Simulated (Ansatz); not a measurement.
## CoO: single point with PBE

CoO:

```xyz
4
Lattice="-1.4142 2.4495 2.7217 2.8285 0.0000 2.7217 1.4142 2.4495 0.0000" Properties=species:S:1:pos:R:3 pbc="T T T"
Co    1.4142    2.4495    1.3609
Co    1.4142    2.4495    4.0826
O     0.0000    3.2660    2.7217
O     1.4142    0.8165    2.7217
```

The cell was built by a generator and needn't be a form met in nature.

The cell isn't the ideal one: another cell of the same crystal, with 4 atoms.

```json
{"Program": "Ansatz 0.2.0", "Task": "single point", "Functional": "PBE", "Potentials or basis": "Ansatz PAW", "Cutoff": "420 eV (not typed: the program's choice for these potentials)", "k mesh": "8 × 8 × 8", "Occupations": "fermi-dirac, width 0.05 eV", "Spin": "collinear spin, antiferromagnetic start", "Starting moments": "[3.5, -3.5, 0.0, 0.0] μB"}
```

The pressure is 1.2 GPa and the largest force is 0.279 eV/Å. The band gap on the k mesh is none (metal or under the smearing width), the net moment is 0.00 μB per cell and the absolute moment is 4.98 μB per cell. The site moments are Co +2.29, -2.29; O -0.00 μB.

Forces in eV/Å, atoms in the order of the input:
```
Co   0.241 -0.139  0.000
Co   0.241 -0.139  0.000
O   -0.241  0.139  0.000
O   -0.241  0.139  0.000
```

Stress tensor (GPa, compression positive):
```
 3.78 -4.57  0.00
-4.57 -1.49  0.00
 0.00  0.00  1.29
```

Levels at points of the mesh, in eV from the Fermi level:
Spin up:
```tsv
k point	band 21	band 22	band 23	band 24	band 25	band 26
(0.00, 0.00, 0.00)	-1.55	-0.52	0.13	0.76	0.83	0.99
(0.00, 0.00, -0.50)	-1.41	-0.55	-0.01	0.22	1.11	1.35
(0.00, -0.50, 0.00)	-1.28	-0.79	-0.28	0.35	0.85	1.31
(0.00, -0.50, -0.50)	-0.57	-0.47	-0.04	0.08	0.83	1.97
(-0.50, -0.50, 0.00)	-1.02	-0.72	-0.25	0.19	0.74	1.53
```
Spin down:
| k point | band 20 | band 21 | band 22 | band 23 | band 24 | band 25 | band 26 | band 27 |
| --- | --- | --- | --- | --- | --- | --- | --- | --- |
| (0.00, 0.00, 0.00) | -1.58 | -1.55 | -0.52 | 0.13 | 0.76 | 0.83 | 0.99 | 1.62 |
| (0.00, 0.00, -0.50) | -1.73 | -1.41 | -0.55 | -0.01 | 0.22 | 1.11 | 1.35 | 6.82 |
| (0.00, -0.50, 0.00) | -1.82 | -1.28 | -0.79 | -0.28 | 0.35 | 0.85 | 1.31 | 5.19 |
| (0.00, -0.50, -0.50) | -1.69 | -0.57 | -0.47 | -0.04 | 0.08 | 0.83 | 1.97 | 5.47 |
| (-0.50, -0.50, 0.00) | -1.80 | -1.02 | -0.72 | -0.25 | 0.19 | 0.74 | 1.53 | 5.77 |

Run time: 72 s on 2 threads of Arm Neoverse V2, with other jobs on the host, peak memory 1.3 GiB.

Caveat: the pressure holds a Pulay correction of +0.7 GPa for the finite cutoff; semilocal functionals often make such compounds metallic where correlation or magnetic order opens a gap, which also shifts bond lengths.
